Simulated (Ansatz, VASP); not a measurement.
**Mg: VASP beside Ansatz**

```
CELL_PARAMETERS angstrom
3.27224 0.00000 0.00000
-1.63612 2.83385 0.00000
0.00000 0.00000 5.31249
ATOMIC_POSITIONS crystal
Mg 0.66667 0.33333 0.75000
Mg 0.33333 0.66667 0.25000
```

Change from the starting cell: volume scaled by 1.06.

Alike in both runs: task single point; functional PBE; k mesh 10 × 10 × 5; occupations fermi-dirac, width 0.05 eV; no spin polarisation.

|  | VASP | Ansatz |
| --- | --- | --- |
| version | VASP 6.6.1 | Ansatz 0.2.0 |
| potentials or method | VASP PAW PBE potentials, release 64 (Mg) | Ansatz PAW |
| plane-wave cutoff (eV) | 520 | 420 |
| valence electrons in the cell | 4 | 20 |

VASP gave:

```
gap on the k mesh at the Fermi level (eV)       : none
pressure (GPa)                                  : -2.2
largest component of the traceless stress (GPa) : 0.83
```

Q: Which values does Ansatz return?

A: gap on the k mesh at the Fermi level (eV): none; pressure (GPa): -2.1; largest component of the traceless stress (GPa): 0.83.

A gap of «none» marks a metal or a gap that the smearing closes. The two sets of potentials don't hold the same shells in valence.
